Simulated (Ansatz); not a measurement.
Input and output for B (sc type): DFT, PBE, all-electron PAW with datasets made for the crystal, scalar-relativistic (Ansatz 0.2.0). This run: the series' base cell.

The cell comes from a relaxation on PAW files under the same functional, begun from a prototype that needn't be the stable phase.

Command: `ansatz run input.yaml --threads 1 --pin off --max-ram 2048MiB --backend cpu --events-out ev --progress --plain --runs-dir out` It took 5.2 s on 1 thread of Arm Neoverse V1 (shared host), peak memory 0.28 GiB.

```yaml
crystal:
  lattice:
    - [1.8842161757, 0.0, 0.0]
    - [0.0, 1.8842161757, 0.0]
    - [0.0, 0.0, 1.8842161757]
  atoms:
    - { symbol: B, position: [0.0, 0.0, 0.0] }
kpoints:
  mp_grid: { grid: [22, 22, 22] }
scf:
  occupations: { method: fermi_dirac, width: 0.05 }
hamiltonian:
  xc: pbe
  pseudopotentials: { kind: all_electron, datasets: crystal }
output:
  forces: true
  stress: true
  eigenvalues: true
```

Output:

```
hamiltonian.pseudopotentials.datasets: crystal makes datasets for this crystal and solves the spheres of its atoms anew in each pass: cutoff 320.0 eV, the density's 1280.0 eV; for an error of 0.50 meV an atom under PBE, 0.5 meV for the cell; an energy difference from a run of another recipe may be off by several times the error for the cell, under r2SCAN by more, where some 0.1 meV an atom stays at smaller errors; B in spheres of 0.942 Å, 3 of its electrons in bands
Engine: ansatz 0.2.0
Pseudopotentials: kind: all_electron
Pseudopotential: B, paw, valence charge 3, recommended cutoff 320 eV (normal), crystal/all_electron/pbe/scalar/gaussian/B, Koelling and Harmon's equation, gaussian nucleus
Functional definition: PBE
  parameter kappa = 0.804
  parameter beta = 0.06672455060314922
  exchange = pbe_x(kappa = kappa, mu = beta*pi^2/3)
  correlation = pbe_c(beta = beta)
Crystal: 1 atoms, lattice volume = 6.689 Å³
Basis set: ecut = 320 eV, 81 PW (Γ), exchange–correlation on 24×24×24 points (8 copies of the dense FFT grid, shifted against one another)
Bands: 6, of which v1, the nominal top of the filled ones, is band 2 counted from 1 (1 counted from 0)
Symmetry: 48 space group operations
Space group: Pm-3m (ITA 221), of the structure as read, at distance tolerance 1.9e-5 Å
k-points: 364 of 10648
Non-local potential: B, projectors of the file, l = 0: 1, l = 1: 1
PAW form: soft (Blöchl's): semilocal exchange-correlation on the pseudo side does not see the compensation charge
PAW one-centre angular grid: B, 110 points (default); XC on its mesh's 1957 points in the sphere
Initial density: superposition of atomic densities (neutral atoms: chi_scale 0, normalization atom)
Initial wavefunctions: pseudopotential atomic-orbital guess
Functional: x = pbe(κ = 0.804, μ = 0.2195149727645171), c = pbe(β = 0.06672455060314922)
iter 1 solved again at ethr=1.74e-3 eV; its pass at ethr=1.00e-1 eV (dr2=5.23e-2 eV) is discarded
SCF iter   1: F=—  HF=-674.994394 eV  |F-HF|=—  |Δ(HF+E_count)|=         —  Δρ=3.94e-2  dr2=5.14e-2  ethr=1.74e-3  ⟨swp⟩=2.5  Hψ=13493  notcnv=0
preconditioner: auto → none  [metal: Δε(μ)=0.014 eV  Ē_g=23.378 eV  σ=0.050 eV  W_gap=0.07  n_scr=0 (ndim 8)  ℏωp=24.9 eV  f_vac=0.000  D(μ)=0.29/eV (n_scr^D=0)]
SCF iter   2: F=—  HF=-675.061164 eV  |F-HF|=—  |Δ(HF+E_count)|=   6.68e-2  Δρ=1.99e-2  dr2=1.17e-2  ethr=1.71e-3  ⟨swp⟩=2.1  Hψ=4399  notcnv=0
iter 3 solved again at ethr=4.47e-7 eV; its pass at ethr=3.91e-4 eV (dr2=1.34e-5 eV) is discarded
SCF iter   3: F=—  HF=-675.096147 eV  |F-HF|=—  |Δ(HF+E_count)|=   3.50e-2  Δρ=9.24e-4  dr2=1.13e-5  ethr=4.47e-7  ⟨swp⟩=2.0  Hψ=11225  notcnv=0  defer=1
eigensolver tolerance schedule: the retry pair's looser diagonalisation over-reported the residual by 0.19 of it (diagonalisation noise at 0.19 of the residual, at the tolerance the schedule requests for it); recorded, not acted on — ethr = c·dr2/N_el stays at c = 1.0e-1
SCF iter   4: F=—  HF=-675.096330 eV  |F-HF|=—  |Δ(HF+E_count)|=   1.82e-4  Δρ=3.61e-4  dr2=1.64e-6  ethr=3.77e-7  ⟨swp⟩=2.9  Hψ=3186  notcnv=0  defer=1
SCF iter   5: F=-675.096358 eV  HF=-675.096358 eV  |F-HF|=2.86e-9  |Δ(HF+E_count)|=   2.80e-5  Δρ=1.22e-5  dr2=2.37e-9  ethr=5.48e-8  ⟨swp⟩=2.9  Hψ=3312  notcnv=0  defer=1
SCF 1 converged in 5 iterations: F = -675.096356 eV  dr2 = 2.37e-9
  Residual-converged pass: ⟨swp⟩=2.5  Hψ=2930  notcnv=0  max |occ|·‖R‖ = 3.7e-6 eV (tolerance 3.7e-6 eV)  dr2=2.34e-9  dr2_onsite=6.32e-9  max |Δocc| = 2.8e-9
  greatest PAW one-centre occupation: 0.329 electrons in one spin orbital (limit 2), on the B atom at site 0 (counted from 0), in its partial waves of l = 0
SCF converged after 5 iterations
Free energy (F): -675.096356 eV
Harris-Foulkes:  -675.096356 eV  (|F-HF|=2.86e-9)
Internal energy: -675.094075 eV  (E = F + TS)
E sigma→0 (E₀):  -675.095216 eV
Entropy (-TS):   -0.002281 eV (-2.281 meV/atom)
Past the cutoff: the bands carry plane waves up to 1.75 times it, of which those up to 1.5 times it add -0.000193 eV an atom, each by itself; the spheres take 0.000100 eV an atom off the energy for waves past 1.75 times it
By the cutoff:   a pressure is off by up to 0.007 GPa (1.2 times the spheres' own share and the shells' term, over an atom's volume, and 0.004 GPa: a bound that held against runs at twice the plane waves)
Past the cutoffs: a stress includes 0.0010 GPa for waves and charges beyond them, in addition to the slope of what the spheres take
In the spheres:  the bands' charges fall short by 2.8e-6 e at most (sound up to 1e-3)
Fermi energy:    10.860650 eV
--- Per-component energies (eV) ---
  E_band       = 14.765965
  E_kinetic    = 43.124073
  E_local      = 7.350144  (includes V_loc(G=0)·N_el)
  E_nonlocal   = 2.690530
  E_hartree    = 1.057711
  E_xc         = -28.647163
  E_vxc        = -37.255460  (∫ρ·V_xc dr)
  E_paw        = -638.835385  (= ΣΔE_a)
  E_vpaw       = -38.999601  (= ΣTr[D̂ρ^β])
  E_ewald      = -97.574977
  E_smearing   = -0.002281  (= −TS)
  E_closure    = 35.740992  (closes the sum)
  Σ components = -675.096356   (vs F -675.096356, Δ=0.00e0)
  The terms above E_closure are by the made datasets' own strengths, without shells solved beside the bands.
--- Forces (eV/Å), atoms counted from 1 ---
  atom   1  B     -0.00000000     0.00000000     0.00000000
  max |Σ_I F_I| component: 3.60e-33 eV/Å
--- Stress (GPa, compression-positive) ---
        0.016243      -0.000000       0.000000
       -0.000000       0.016243       0.000000
        0.000000       0.000000       0.016243
  P = ⅓ Tr σ = 0.0162 GPa (0.162 kbar)
--- Band table (eV; the first three rows and the last of 364) ---
  k-point 0: bands = ["-4.9796", "24.4387", "24.4387", "24.4387"]
  k-point 1: bands = ["-4.9092", "23.6813", "24.4977", "24.4977"]
  k-point 2: bands = ["-4.6983", "21.8933", "24.6729", "24.6729"]
  k-point 363: bands = ["14.2313", "14.2313", "14.2313", "27.4008"]
```

Next run (volume at 0.68 of the series' base cell), as changes to the input before:

```diff
   lattice:
-    - [1.8842161757, 0.0, 0.0]
-    - [0.0, 1.8842161757, 0.0]
-    - [0.0, 0.0, 1.8842161757]
+    - [1.656915518, 0.0, 0.0]
+    - [0.0, 1.656915518, 0.0]
+    - [0.0, 0.0, 1.656915518]
   atoms:
```

Results part of the output:

```
SCF 1 converged in 5 iterations: F = -674.202811 eV  dr2 = 3.51e-9
  Residual-converged pass: ⟨swp⟩=2.4  Hψ=2909  notcnv=0  max |occ|·‖R‖ = 3.7e-6 eV (tolerance 3.7e-6 eV)  dr2=3.47e-9  dr2_onsite=8.04e-9  max |Δocc| = 4.6e-10
  greatest PAW one-centre occupation: 0.273 electrons in one spin orbital (limit 2), on the B atom at site 0 (counted from 0), in its partial waves of l = 0
SCF converged after 5 iterations
Free energy (F): -674.202811 eV
Harris-Foulkes:  -674.202811 eV  (|F-HF|=2.88e-9)
Internal energy: -674.201656 eV  (E = F + TS)
E sigma→0 (E₀):  -674.202234 eV
Entropy (-TS):   -0.001155 eV (-1.155 meV/atom)
Past the cutoff: the bands carry plane waves up to 1.75 times it, of which those up to 1.5 times it add -0.000204 eV an atom, each by itself; the spheres take 0.000102 eV an atom off the energy for waves past 1.75 times it
By the cutoff:   a pressure is off by up to 0.008 GPa (1.2 times the spheres' own share and the shells' term, over an atom's volume, and 0.004 GPa: a bound that held against runs at twice the plane waves)
Past the cutoffs: a stress includes 0.0015 GPa for waves and charges beyond them, in addition to the slope of what the spheres take
In the spheres:  the bands' charges fall short by 1.1e-6 e at most (sound up to 1e-3)
Fermi energy:    16.962171 eV
--- Per-component energies (eV) ---
  E_band       = 28.161105
  E_kinetic    = 55.324316
  E_local      = 11.634039  (includes V_loc(G=0)·N_el)
  E_nonlocal   = 4.781952
  E_hartree    = 0.597208
  E_xc         = -32.180875
  E_vxc        = -41.588186  (∫ρ·V_xc dr)
  E_paw        = -640.403265  (= ΣΔE_a)
  E_vpaw       = -40.190912  (= ΣTr[D̂ρ^β])
  E_ewald      = -110.960606
  E_smearing   = -0.001155  (= −TS)
  E_closure    = 37.005575  (closes the sum)
  Σ components = -674.202811   (vs F -674.202811, Δ=0.00e0)
  The terms above E_closure are by the made datasets' own strengths, without shells solved beside the bands.
--- Forces (eV/Å), atoms counted from 1 ---
  atom   1  B     -0.00000000     0.00000000     0.00000000
  max |Σ_I F_I| component: 1.03e-33 eV/Å
--- Stress (GPa, compression-positive) ---
      179.169062      -0.000000       0.000000
        0.000000     179.169062       0.000000
        0.000000       0.000000     179.169062
  P = ⅓ Tr σ = 179.1691 GPa (1791.691 kbar)
--- Band table (eV; the first three rows and the last of 364) ---
  k-point 0: bands = ["-2.9244", "35.4658", "35.4658", "35.4658"]
  k-point 1: bands = ["-2.8397", "34.2950", "35.5497", "35.5497"]
  k-point 2: bands = ["-2.5856", "31.7236", "35.7995", "35.7995"]
  k-point 363: bands = ["21.6802", "21.6802", "21.6802", "36.4678"]
```

Next run (volume at 0.6 of the series' base cell), as changes to the input before:

```diff
   lattice:
-    - [1.656915518, 0.0, 0.0]
-    - [0.0, 1.656915518, 0.0]
-    - [0.0, 0.0, 1.656915518]
+    - [1.5892094711, 0.0, 0.0]
+    - [0.0, 1.5892094711, 0.0]
+    - [0.0, 0.0, 1.5892094711]
   atoms:
```

Command: `ansatz run input.yaml --threads 1 --pin off --max-ram 2048MiB --backend cpu --events-out ev --progress --plain --runs-dir out` It took 5.2 s on 1 thread of Arm Neoverse V1, on a shared host, peak memory 0.29 GiB.

Results part of the output:

```
1 of the run's printed levels, from 19.86 eV on, may lie off, as they stand: their residual norms reach 0.018 eV (residual_norms_ev in the JSON report holds each one's)
SCF 1 converged in 5 iterations: F = -673.427015 eV  dr2 = 3.20e-9
  Residual-converged pass: ⟨swp⟩=2.5  Hψ=2921  notcnv=0  max |occ|·‖R‖ = 3.7e-6 eV (tolerance 3.7e-6 eV)  dr2=3.16e-9  dr2_onsite=8.36e-9  max |Δocc| = 4.6e-10
  greatest PAW one-centre occupation: 0.260 electrons in one spin orbital (limit 2), on the B atom at site 0 (counted from 0), in its partial waves of l = 0
SCF converged after 5 iterations
Free energy (F): -673.427015 eV
Harris-Foulkes:  -673.427015 eV  (|F-HF|=2.39e-9)
Internal energy: -673.425718 eV  (E = F + TS)
E sigma→0 (E₀):  -673.426367 eV
Entropy (-TS):   -0.001297 eV (-1.297 meV/atom)
Past the cutoff: the bands carry plane waves up to 1.75 times it, of which those up to 1.5 times it add -0.000196 eV an atom, each by itself; the spheres take 0.000096 eV an atom off the energy for waves past 1.75 times it
By the cutoff:   a pressure is off by up to 0.009 GPa (1.2 times the spheres' own share and the shells' term, over an atom's volume, and 0.004 GPa: a bound that held against runs at twice the plane waves)
Past the cutoffs: a stress includes 0.0015 GPa for waves and charges beyond them, in addition to the slope of what the spheres take
In the spheres:  the bands' charges fall short by 9.4e-7 e at most (sound up to 1e-3)
Fermi energy:    19.363924 eV
--- Per-component energies (eV) ---
  E_band       = 33.437416
  E_kinetic    = 60.177915
  E_local      = 13.242673  (includes V_loc(G=0)·N_el)
  E_nonlocal   = 5.379908
  E_hartree    = 0.492955
  E_xc         = -33.484651
  E_vxc        = -43.126281  (∫ρ·V_xc dr)
  E_paw        = -641.736674  (= ΣΔE_a)
  E_vpaw       = -41.412710  (= ΣTr[D̂ρ^β])
  E_ewald      = -115.687928
  E_smearing   = -0.001297  (= −TS)
  E_closure    = 38.190084  (closes the sum)
  Σ components = -673.427015   (vs F -673.427015, Δ=-1.14e-13)
  The terms above E_closure are by the made datasets' own strengths, without shells solved beside the bands.
--- Forces (eV/Å), atoms counted from 1 ---
  atom   1  B      0.00000000    -0.00000000    -0.00000000
  max |Σ_I F_I| component: 3.08e-33 eV/Å
--- Stress (GPa, compression-positive) ---
      294.065184       0.000000       0.000000
        0.000000     294.065184       0.000000
        0.000000       0.000000     294.065184
  P = ⅓ Tr σ = 294.0652 GPa (2940.652 kbar)
--- Band table (eV; the first three rows and the last of 364) ---
  k-point 0: bands = ["-2.0131", "39.7388", "39.7388", "39.7388"]
  k-point 1: bands = ["-1.9239", "38.3968", "39.8323", "39.8323"]
  k-point 2: bands = ["-1.6569", "35.5217", "40.1110", "40.1110"]
  k-point 363: bands = ["24.5934", "24.5934", "24.5934", "39.9712"]
```

Next run (volume at 0.52 of the series' base cell), as changes to the input before:

```diff
   lattice:
-    - [1.5892094711, 0.0, 0.0]
-    - [0.0, 1.5892094711, 0.0]
-    - [0.0, 0.0, 1.5892094711]
+    - [1.5151833025, 0.0, 0.0]
+    - [0.0, 1.5151833025, 0.0]
+    - [0.0, 0.0, 1.5151833025]
   atoms:
```

Command: `ansatz run input.yaml --threads 1 --pin off --max-ram 2048MiB --backend cpu --events-out ev --progress --plain --runs-dir out` It took 5.7 s on 1 thread of Arm Neoverse V1 (shared host), peak memory 0.3 GiB.

Results part of the output:

```
3 of the run's printed levels, from 51.82 eV on, may lie off, as they stand: their residual norms reach 1.7 eV (residual_norms_ev in the JSON report holds each one's)
SCF 1 converged in 5 iterations: F = -672.160654 eV  dr2 = 1.20e-9
  Residual-converged pass: ⟨swp⟩=2.6  Hψ=3051  notcnv=0  max |occ|·‖R‖ = 3.7e-6 eV (tolerance 3.7e-6 eV)  dr2=1.15e-9  dr2_onsite=8.46e-9  max |Δocc| = 4.7e-10
  greatest PAW one-centre occupation: 0.245 electrons in one spin orbital (limit 2), on the B atom at site 0 (counted from 0), in its partial waves of l = 0
SCF converged after 5 iterations
Free energy (F): -672.160654 eV
Harris-Foulkes:  -672.160654 eV  (|F-HF|=3.91e-10)
Internal energy: -672.159236 eV  (E = F + TS)
E sigma→0 (E₀):  -672.159945 eV
Entropy (-TS):   -0.001418 eV (-1.418 meV/atom)
Past the cutoff: the bands carry plane waves up to 1.75 times it, of which those up to 1.5 times it add -0.000132 eV an atom, each by itself; the spheres take 0.000075 eV an atom off the energy for waves past 1.75 times it
By the cutoff:   a pressure is off by up to 0.010 GPa (1.2 times the spheres' own share and the shells' term, over an atom's volume, and 0.004 GPa: a bound that held against runs at twice the plane waves)
Past the cutoffs: a stress includes 0.0182 GPa for waves and charges beyond them, in addition to the slope of what the spheres take
In the spheres:  the bands' charges fall short by 6.7e-7 e at most (sound up to 1e-3), those of shells solved beside the bands by 2.7e-9 e (sound up to 5e-4)
Fermi energy:    22.399532 eV
--- Per-component energies (eV) ---
  E_band       = 40.134783
  E_kinetic    = 66.526091
  E_local      = -84.159758  (includes V_loc(G=0)·N_el)
  E_nonlocal   = 5.953377
  E_hartree    = 39.446067
  E_xc         = -35.258363
  E_vxc        = -46.212231  (∫ρ·V_xc dr)
  E_paw        = -1254.161258  (= ΣΔE_a)
  E_vpaw       = -907.414553  (= ΣTr[D̂ρ^β])
  E_ewald      = -337.055571
  E_smearing   = -0.001418  (= −TS)
  E_closure    = 926.550180  (closes the sum)
  Σ components = -672.160654   (vs F -672.160654, Δ=0.00e0)
  The terms above E_closure are by the made datasets' own strengths, without shells solved beside the bands.
--- Forces (eV/Å), atoms counted from 1 ---
  atom   1  B      0.00000000     0.00000000     0.00000000
  max |Σ_I F_I| component: 2.05e-33 eV/Å
--- Stress (GPa, compression-positive) ---
      479.674670       0.000000       0.000000
        0.000000     479.674670       0.000000
        0.000000       0.000000     479.674670
  P = ⅓ Tr σ = 479.6747 GPa (4796.747 kbar)
  It holds what live shells' own plane waves past their cutoff add
--- Band table (eV; the first three rows and the last of 364) ---
  k-point 0: bands = ["-0.7764", "45.1049", "45.1049"]
  k-point 1: bands = ["-0.6828", "43.5413", "45.2106"]
  k-point 2: bands = ["-0.4025", "40.2864", "45.5254"]
  k-point 363: bands = ["28.2686", "28.2686", "28.2686"]
```

Next run (volume at 0.45 of the series' base cell), as changes to the input before:

```diff
   lattice:
-    - [1.5151833025, 0.0, 0.0]
-    - [0.0, 1.5151833025, 0.0]
-    - [0.0, 0.0, 1.5151833025]
+    - [1.4438926281, 0.0, 0.0]
+    - [0.0, 1.4438926281, 0.0]
+    - [0.0, 0.0, 1.4438926281]
   atoms:
```

Command: `ansatz run input.yaml --threads 1 --pin off --max-ram 2048MiB --backend cpu --events-out ev --progress --plain --runs-dir out` It took 5.7 s on 1 thread of Arm Neoverse V1, on a shared host, peak memory 0.3 GiB.

Results part of the output:

```
17 of the run's printed levels, from 55.47 eV on, may lie off, as they stand: their residual norms reach 1.4 eV (residual_norms_ev in the JSON report holds each one's)
SCF 1 converged in 5 iterations: F = -670.400369 eV  dr2 = 7.08e-10
  Residual-converged pass: ⟨swp⟩=2.7  Hψ=3121  notcnv=0  max |occ|·‖R‖ = 3.7e-6 eV (tolerance 3.7e-6 eV)  dr2=6.73e-10  dr2_onsite=7.57e-9  max |Δocc| = 5.8e-9
  greatest PAW one-centre occupation: 0.230 electrons in one spin orbital (limit 2), on the B atom at site 0 (counted from 0), in its partial waves of l = 0
SCF converged after 5 iterations
Free energy (F): -670.400369 eV
Harris-Foulkes:  -670.400369 eV  (|F-HF|=6.35e-10)
Internal energy: -670.398963 eV  (E = F + TS)
E sigma→0 (E₀):  -670.399666 eV
Entropy (-TS):   -0.001406 eV (-1.406 meV/atom)
Past the cutoff: the bands carry plane waves up to 1.75 times it, of which those up to 1.5 times it add -0.000078 eV an atom, each by itself; the spheres take 0.000048 eV an atom off the energy for waves past 1.75 times it
By the cutoff:   a pressure is off by up to 0.010 GPa (1.2 times the spheres' own share and the shells' term, over an atom's volume, and 0.004 GPa: a bound that held against runs at twice the plane waves)
Past the cutoffs: a stress includes 0.0172 GPa for waves and charges beyond them, in addition to the slope of what the spheres take
In the spheres:  the bands' charges fall short by 5.9e-7 e at most (sound up to 1e-3), those of shells solved beside the bands by 2.8e-9 e (sound up to 5e-4)
Fermi energy:    25.808100 eV
--- Per-component energies (eV) ---
  E_band       = 47.708561
  E_kinetic    = 74.014473
  E_local      = -84.870192  (includes V_loc(G=0)·N_el)
  E_nonlocal   = 6.191713
  E_hartree    = 40.123346
  E_xc         = -37.249500
  E_vxc        = -48.689526  (∫ρ·V_xc dr)
  E_paw        = -1235.875153  (= ΣΔE_a)
  E_vpaw       = -900.147955  (= ΣTr[D̂ρ^β])
  E_ewald      = -353.697334
  E_smearing   = -0.001406  (= −TS)
  E_closure    = 920.963685  (closes the sum)
  Σ components = -670.400369   (vs F -670.400369, Δ=0.00e0)
  The terms above E_closure are by the made datasets' own strengths, without shells solved beside the bands.
--- Forces (eV/Å), atoms counted from 1 ---
  atom   1  B      0.00000000     0.00000000     0.00000000
  max |Σ_I F_I| component: 4.11e-33 eV/Å
--- Stress (GPa, compression-positive) ---
      746.821309      -0.000000       0.000000
        0.000000     746.821309       0.000000
        0.000000       0.000000     746.821309
  P = ⅓ Tr σ = 746.8213 GPa (7468.213 kbar)
  It holds what live shells' own plane waves past their cutoff add
--- Band table (eV; the first three rows and the last of 364) ---
  k-point 0: bands = ["0.7270", "51.0983", "51.0983"]
  k-point 1: bands = ["0.8243", "49.2797", "51.2175"]
  k-point 2: bands = ["1.1153", "45.6035", "51.5726"]
  k-point 363: bands = ["32.3921", "32.3921", "32.3921"]
```
